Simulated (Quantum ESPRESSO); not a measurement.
Moving the strain (εxx = s, εyy = s) in Rb

```xyz
1
Lattice="-2.8025 2.8025 2.8025 2.8025 -2.8025 2.8025 2.8025 2.8025 -2.8025" Properties=species:S:1:pos:R:3 pbc="T T T"
Rb    0.0000    0.0000    0.0000
```

Kept alike: task single point; functional PBE; k mesh 7 × 7 × 7; occupations fermi-dirac, width 0.05 eV; no spin polarisation. Program: Quantum ESPRESSO, SSSP 1.3 efficiency PBE, cutoff 816 eV. The mesh is that of the run's cell of 1 atom. No spin-orbit coupling.

| s | free energy over the lowest row (meV/atom) |
| --- | --- |
| -0.01 | 2.06 |
| 0 | 0.71 |
| 0.01 | 0.00 |

The cell shown is the unstrained one; x, y and z are its Cartesian axes; atoms keep their fractions. For a metal such a mesh leaves the last digits unconverged.

Q: What does the strain (εxx = s, εyy = s) change here?

A: The free energy falls from 2.06 to 0.00 meV/atom between -0.01 and 0.01.
